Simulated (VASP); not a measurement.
# MoS2 in VASP: further runs

Runs on MoS2. Level: PBEsol. Tasks: single point.

Program: VASP 6.6.1. These are calculated values, not measurements. Logs are shortened: lines on timing, memory, paths and dates and some standing lists are left out, and cuts for length are marked.

## (1) Starting point

The cell holds a slab with vacuum, 12 atoms: a = 3.141 Å, b = 3.141 Å, c = 33.748 Å, α = 90.00°, β = 90.00°, γ = 120.00°.

## (2) Single point, PBEsol

Input file INCAR:

```
SYSTEM = MoS2
PREC     = Accurate       ! precision mode
ENCUT    = 700            ! plane-wave cutoff, eV
EDIFF    = 1E-6           ! SCF threshold, eV
ISMEAR   = 0              ! smearing method
SIGMA    = 0.02           ! smearing width, eV
LREAL    = .False.        ! projectors in reciprocal space
LASPH    = .True.         ! aspherical terms in the spheres
NELM     = 100            ! most SCF steps
ALGO     = Normal         ! electronic algorithm
ISIF     = 2              ! what is computed and relaxed
LWAVE    = .False.        ! write WAVECAR
LCHARG   = .False.        ! write CHGCAR
GGA      = PS             ! functional
NBANDS   = 64             ! bands
```

Input file KPOINTS:

```
regular mesh
0
Gamma
  12 12 1
  0 0 0
```

Input file POSCAR:

```
MoS2
1.0
    3.1414000000      0.0000000000      0.0000000000
   -1.5707000000      2.7205400000      0.0000000000
    0.0000000000      0.0000000000     33.7480500000
Mo S
4 8
Direct
    0.6666700000      0.3333300000      0.9065300000
    0.6666700000      0.3333300000      0.2788500000
    0.3333300000      0.6666700000      0.7211500000
    0.3333300000      0.6666700000      0.0934700000
    0.3333300000      0.6666700000      0.9527300000
    0.3333300000      0.6666700000      0.3250100000
    0.6666700000      0.3333300000      0.7673500000
    0.6666700000      0.3333300000      0.1396600000
    0.3333300000      0.6666700000      0.8603400000
    0.3333300000      0.6666700000      0.2326500000
    0.6666700000      0.3333300000      0.6749900000
    0.6666700000      0.3333300000      0.0472700000
```

Potentials or basis: VASP PAW PBE potentials, release 64 (Mo_sv, S).

On the command line:

```
> cat potpaw_PBE.64/Mo_sv/POTCAR potpaw_PBE.64/S/POTCAR > POTCAR
> mpirun -np 1 vasp_std > vasp.out
```

OUTCAR:

```text
SYSTEM = MoS2
   PREC = Accurate
   ENCUT = 700
   EDIFF = 1E-6
   ISMEAR = 0
   LREAL = .False.
   LASPH = .True.
   NELM = 100
   ISIF = 2
   GGA = PS

 ion  position               nearest neighbor table
   1  0.667  0.333  0.907-   9 2.39   9 2.39   9 2.39   5 2.39   5 2.39   5 2.39
   2  0.667  0.333  0.279-   6 2.39   6 2.39   6 2.39  10 2.39  10 2.39  10 2.39
   3  0.333  0.667  0.721-  11 2.39  11 2.39  11 2.39   7 2.39   7 2.39   7 2.39
   4  0.333  0.667  0.093-   8 2.39   8 2.39   8 2.39  12 2.39  12 2.39  12 2.39
   5  0.333  0.667  0.953-   1 2.39   1 2.39   1 2.39
   6  0.333  0.667  0.325-   2 2.39   2 2.39   2 2.39
   7  0.667  0.333  0.767-   3 2.39   3 2.39   3 2.39
   8  0.667  0.333  0.140-   4 2.39   4 2.39   4 2.39
   9  0.333  0.667  0.860-   1 2.39   1 2.39   1 2.39
  10  0.333  0.667  0.233-   2 2.39   2 2.39   2 2.39
  11  0.667  0.333  0.675-   3 2.39   3 2.39   3 2.39
  12  0.667  0.333  0.047-   4 2.39   4 2.39   4 2.39

  LATTYP: Found a hexagonal cell.
 ALAT       =     3.1414000000
 C/A-ratio  =    10.7429967530

  Lattice vectors:

 A1 = (   3.1414000000,   0.0000000000,   0.0000000000)
 A2 = (  -1.5707000000,   2.7205400000,   0.0000000000)
 A3 = (   0.0000000000,   0.0000000000,  33.7480500000)

Analysis of symmetry for initial positions (statically):
=====================================================================
 Subroutine PRICEL returns:
 Original cell was already a primitive cell.

 Routine SETGRP: Setting up the symmetry group for a
 hexagonal supercell.

 Subroutine GETGRP returns: Found  4 space group operations
 (whereof  4 operations were pure point group operations)
 out of a pool of 24 trial point group operations.

The static configuration has the point symmetry C_2h.

Analysis of symmetry for dynamics (positions and initial velocities):
=====================================================================
 Subroutine PRICEL returns:
 Original cell was already a primitive cell.

 Routine SETGRP: Setting up the symmetry group for a
 hexagonal supercell.

 Subroutine GETGRP returns: Found  4 space group operations
 (whereof  4 operations were pure point group operations)
 out of a pool of 24 trial point group operations.

The dynamic configuration has the point symmetry C_2h.

 Subroutine INISYM returns: Found  4 space group operations
 (whereof  4 operations are pure point group operations),
 and found     1 'primitive' translations

----------------------------------------------------------------------------------------

                                     Primitive cell

  volume of cell :     288.4211

  direct lattice vectors                    reciprocal lattice vectors
     3.141400000  0.000000000  0.000000000     0.318329407  0.183787042  0.000000000
    -1.570700000  2.720540000  0.000000000     0.000000000  0.367574085  0.000000000
     0.000000000  0.000000000 33.748050000     0.000000000  0.000000000  0.029631342

  length of vectors
     3.141400000  3.141406752 33.748050000     0.367574875  0.367574085  0.029631342

  position of ions in fractional coordinates (direct lattice)
     0.666670000  0.333330000  0.906530000
     0.666670000  0.333330000  0.278850000
     0.333330000  0.666670000  0.721150000
     0.333330000  0.666670000  0.093470000
     0.333330000  0.666670000  0.952730000
     0.333330000  0.666670000  0.325010000
     0.666670000  0.333330000  0.767350000
     0.666670000  0.333330000  0.139660000
     0.333330000  0.666670000  0.860340000
     0.333330000  0.666670000  0.232650000
     0.666670000  0.333330000  0.674990000
     0.666670000  0.333330000  0.047270000

  ion indices of the primitive-cell ions
   primitive index   ion index
                 1           1
                 2           2
                 3           3
                 4           4
                 5           5
                 6           6
                 7           7
                 8           8
                 9           9
                10          10
                11          11
                12          12

----------------------------------------------------------------------------------------

 KPOINTS: regular mesh

Automatic generation of k-mesh.
 Grid dimensions read from file:
 generate k-points for:   12   12    1

 Generating k-lattice:

  Cartesian coordinates                     Fractional coordinates (reciprocal lattice)
     0.026527451  0.015315587  0.000000000     0.083333333 -0.000000000  0.000000000
     0.000000000  0.030631174  0.000000000     0.000000000  0.083333333  0.000000000
     0.000000000  0.000000000  0.029631342     0.000000000  0.000000000  1.000000000

  Length of vectors
     0.030631240  0.030631174  0.029631342

  Shift w.r.t. Gamma in fractional coordinates (k-lattice)
     0.000000000  0.000000000  0.000000000

 Subroutine IBZKPT returns following result:
 ===========================================

 Found     43 irreducible k-points:

 Following reciprocal coordinates:
            Coordinates               Weight
  0.000000  0.000000  0.000000      1.000000
  0.083333  0.000000  0.000000      4.000000
 -0.083333  0.083333  0.000000      2.000000
  0.166667  0.000000  0.000000      4.000000
 -0.166667  0.166667  0.000000      2.000000
  0.250000  0.000000  0.000000      4.000000
[... 16 lines left out ...]
 -0.083333  0.416667  0.000000      4.000000
 -0.416667  0.333333  0.000000      4.000000
 [... further k-points ...]
   k-points           NKPTS =     43   k-points in BZ     NKDIM =     43   number of bands    NBANDS=     64
   number of dos      NEDOS =    301   number of ions     NIONS =     12
   total plane-waves  NPLWV = 230496
   dimension x,y,z NGX =    28 NGY =   28 NGZ =  294
   dimension x,y,z NGXF=    56 NGYF=   56 NGZF=  588
   ions per type =               4   8
   NGX,Y,Z   is equivalent  to a cutoff of  14.82, 14.82, 14.48 a.u.
   NGXF,Y,Z  is equivalent  to a cutoff of  29.64, 29.64, 28.97 a.u.
 SYSTEM =  MoS2
   PREC   = accura    normal or accurate (medium, high low for compatibility)
   ISTART =      0    job   : 0-new  1-cont  2-samecut
   ICHARG =      2    charge: 1-file 2-atom 10-const
   ISPIN  =      1    spin polarized calculation?
   LNONCOLLINEAR =      F non collinear calculations
   LSORBIT =      F    spin-orbit coupling
   LASPH  =      T    aspherical Exc in radial PAW
   ENCUT  =  700.0 eV  51.45 Ry    7.17 a.u.   6.78  6.78 72.80*2*pi/ulx,y,z
   NELM   =    100;   NELMIN=  2; NELMDL= -5     # of ELM steps
   EDIFF  = 0.1E-05   stopping-criterion for ELM
[... 8 lines left out ...]
   TEBEG  =    0.0;   TEEND  =   0.0 temperature during run
   PSTRESS=    0.0 pullay stress
   NELECT =     104.0000    total number of electrons
   NUPDOWN=      -1.0000    fix difference up-down
   EMIN   =  10.00;   EMAX   =-10.00  energy-range for DOS
   EFERMI =   0.00;   METHOD = LEGACY
   ISMEAR =     0;   SIGMA  =   0.02  broadening in eV -4-tet -1-fermi 0-gaus
   EFERMI_NEDOS =   21; number of points for ismear=-14 and -15
   IALGO  =     38    algorithm
   IMIX   =      4    mixing-type and parameters
     AMIX     =   0.40;   BMIX     =  1.00
     AMIX_MAG =   1.60;   BMIX_MAG =  1.00
  volume/ion in A,a.u.               =      24.04       162.20
  Fermi-wavevector in a.u.,A,eV,Ry     =   1.165226  2.201958 18.473341  1.357752
  Thomas-Fermi vector in A             =   2.301755
   LORBIT       =      0    0 simple, 1 ext, 2 COOP (PROOUT), +10 PAW based schemes
   GGA     = PS    functional components
   LHFCALC =     F    Hartree Fock is set to
   AEXX    =    0.0000 exact exchange contribution
   IVDW    =     0    specifies the selected vdW correction
   LEPSILON=     F    determine dielectric tensor
   LRPA    =     F    only Hartree local field effects (RPA)
 non-spin polarized calculation
 Gauss-broadening in eV      SIGMA  =   0.02
  energy-cutoff  :      700.00
  volume of cell :      288.42
 maximum number of plane-waves:     12174
   NGX = 13   NGY = 13   NGZ =145

 number of electron     103.9999992 magnetization

 Free energy of the ion-electron system (eV)
  ---------------------------------------------------
  ext. energy  EPLUGINS =         0.00000000
  ---------------------------------------------------
  free energy    TOTEN  =       -93.78892500 eV

  energy without entropy =      -93.78892500  energy(sigma->0) =      -93.78892500

 E-fermi :   4.1873     XC(G=0):  -8.3935

 val. band max:        3.9947821595   @ k =   0.0000   0.0000   0.0000
 cond. band min:       5.1114015837   @ k =  -0.1667   0.3333   0.0000
 fundamental gap:      1.1166194242
 Fermi energy:         4.1872877551

 k-point     1 :       0.0000    0.0000    0.0000
  band No.  band energies     occupation
      1     -57.2326      2.00000
      2     -57.2326      2.00000
      3     -57.2309      2.00000
      4     -57.2309      2.00000
      5     -31.4449      2.00000
      6     -31.4449      2.00000
[... 56 lines left out ...]
     63       6.6242      0.00000
     64       6.6340      0.00000

 k-point     2 :       0.0833    0.0000    0.0000
  band No.  band energies     occupation
      1     -57.2296      2.00000
      2     -57.2296      2.00000
      3     -57.2279      2.00000
      4     -57.2279      2.00000
      5     -31.4390      2.00000
      6     -31.4390      2.00000
[... 56 lines left out ...]
     63       6.5040      0.00000
     64       6.5447      0.00000

 k-point     3 :      -0.0833    0.0833    0.0000
  band No.  band energies     occupation
      1     -57.2296      2.00000
      2     -57.2296      2.00000
      3     -57.2279      2.00000
      4     -57.2279      2.00000
      5     -31.4390      2.00000
      6     -31.4390      2.00000
[... 1396 lines left out ...]
     63       7.1937      0.00000
     64       7.3374      0.00000

 k-point    24 :      -0.4167    0.3333    0.0000
  band No.  band energies     occupation
      1     -57.1929      2.00000
      2     -57.1929      2.00000
      3     -57.1912      2.00000
      4     -57.1912      2.00000
      5     -31.5478      2.00000
      6     -31.5478      2.00000
[... 56 lines left out ...]
     63       7.1935      0.00000
     64       7.3373      0.00000

 [... further k-points ...]
[... 5 lines left out ...]
  --------------------------------------------------------------------------------------
  -------------------------------------------------------------------------------------
  Total        0.0339758      0.0347648      0.0566826      0.0006831     -0.0000057      0.0000099
  in kB        0.1887356      0.1931185      0.3148717      0.0037947     -0.0000318      0.0000552
  external PRESSURE =       0.2322419 kB  Pullay stress =       0.0000000 kB

 VOLUME and BASIS-vectors are now :
 -----------------------------------------------------------------------------
  energy-cutoff  :      700.00
  volume of cell :      288.42
      direct lattice vectors                 reciprocal lattice vectors
     3.141400000  0.000000000  0.000000000     0.318329407  0.183787042  0.000000000
    -1.570700000  2.720540000  0.000000000     0.000000000  0.367574085  0.000000000
     0.000000000  0.000000000 33.748050000     0.000000000  0.000000000  0.029631342

 POSITION                                       TOTAL-FORCE (eV/Angst)
 -----------------------------------------------------------------------------------
      1.57072      0.90684     30.59362        -0.000645      0.000373      0.009223
      1.57072      0.90684      9.41064        -0.000648      0.000374      0.004453
     -0.00002      1.81370     24.33741         0.000648     -0.000374     -0.004453
     -0.00002      1.81370      3.15443         0.000645     -0.000373     -0.009223
     -0.00002      1.81370     32.15278         0.000322     -0.000186     -0.000227
     -0.00002      1.81370     10.96845         0.000326     -0.000188      0.001543
      1.57072      0.90684     25.89657        -0.000323      0.000186     -0.002111
      1.57072      0.90684      4.71325        -0.000323      0.000186     -0.000362
     -0.00002      1.81370     29.03480         0.000323     -0.000186      0.000362
     -0.00002      1.81370      7.85148         0.000323     -0.000186      0.002111
      1.57072      0.90684     22.77960        -0.000326      0.000188     -0.001543
      1.57072      0.90684      1.59527        -0.000322      0.000186      0.000227
 -----------------------------------------------------------------------------------
    total drift:                                0.000000      0.000000      0.000000

  FREE ENERGIE OF THE ION-ELECTRON SYSTEM (eV)
  ---------------------------------------------------
  free  energy   TOTEN  =       -93.7889249973 eV

  energy  without entropy=      -93.7889249973  energy(sigma->0) =      -93.78892500
```

Wall time 21 min (1 thread of AMD EPYC 9R45 (Zen 5), shared host); peak memory 1.1 GiB.

What came out:

| Property | Result |
| --- | --- |
| Free energy | -93.7889 eV |
| Largest force | 0.009 eV/Å |
| Band gap on the k mesh | 1.12 eV, indirect (least direct gap 1.76 eV) |

Forces on the atoms (eV/Å):
```
Mo  -0.001  0.000  0.009
Mo  -0.001  0.000  0.004
Mo   0.001  0.000 -0.004
Mo   0.001  0.000 -0.009
S    0.000  0.000  0.000
S    0.000  0.000  0.002
S    0.000  0.000 -0.002
S    0.000  0.000  0.000
S    0.000  0.000  0.000
S    0.000  0.000  0.002
S    0.000  0.000 -0.002
S    0.000  0.000  0.000
```

Caveat: the PAW data sets were made with another functional, which shifts forces and pressure a little. As with any semilocal functional, this PBEsol gap is likely too small.

## (3) Single point, PBEsol

INCAR: that of step 2 with these lines changed.

```diff
@@ -2,3 +2,3 @@
 PREC     = Accurate       ! precision mode
-ENCUT    = 700            ! plane-wave cutoff, eV
+ENCUT    = 520            ! plane-wave cutoff, eV
 EDIFF    = 1E-6           ! SCF threshold, eV
```

Input file KPOINTS:

```
regular mesh
0
Gamma
  18 18 2
  0 0 0
```

POSCAR is that of step 2.

Potentials or basis: VASP PAW PBE potentials, release 64 (Mo_sv, S).

On the command line:

```
> cat potpaw_PBE.64/Mo_sv/POTCAR potpaw_PBE.64/S/POTCAR > POTCAR
> mpirun -np 1 vasp_std > vasp.out
```

Wall time 53 min (1 thread of AMD EPYC 9R45 (Zen 5), shared host); peak memory 2 GiB.

The run converged. Its results:

| Quantity | Value |
| --- | --- |
| Free energy | -93.7834 eV |
| Largest force | 0.009 eV/Å |
| Band gap on the k mesh | 1.12 eV, indirect (least direct gap 1.76 eV) |

Forces in eV/Å, atoms in the order of the input:
```
Mo  -0.001  0.000  0.009
Mo  -0.001  0.000  0.005
Mo   0.001  0.000 -0.005
Mo   0.001  0.000 -0.009
S    0.000  0.000  0.001
S    0.000  0.000  0.003
S    0.000  0.000 -0.001
S    0.000  0.000  0.001
S    0.000  0.000 -0.001
S    0.000  0.000  0.001
S    0.000  0.000 -0.003
S    0.000  0.000 -0.001
```

Levels at points of the mesh, in eV from the valence-band top:
```csv
k point,band 49,band 50,band 51,band 52,band 53,band 54,band 55,band 56
"(0.00, 0.00, 0.00)",-0.92,-0.51,-0.17,0.00,2.35,2.35,2.35,2.35
"(0.50, 0.00, 0.00)",-1.25,-1.22,-1.19,-1.18,1.86,1.87,1.88,1.89
"(0.50, 0.50, 0.00)",-1.24,-1.22,-1.19,-1.17,1.86,1.87,1.88,1.89
"(0.00, 0.00, 0.50)",-0.92,-0.51,-0.17,0.00,2.35,2.35,2.35,2.35
"(0.50, 0.00, 0.50)",-1.25,-1.22,-1.19,-1.18,1.86,1.87,1.88,1.89
"(0.50, 0.50, 0.50)",-1.24,-1.22,-1.19,-1.17,1.86,1.87,1.88,1.89
```

Caveat: the PAW data sets were made with another functional, which shifts forces and pressure a little.
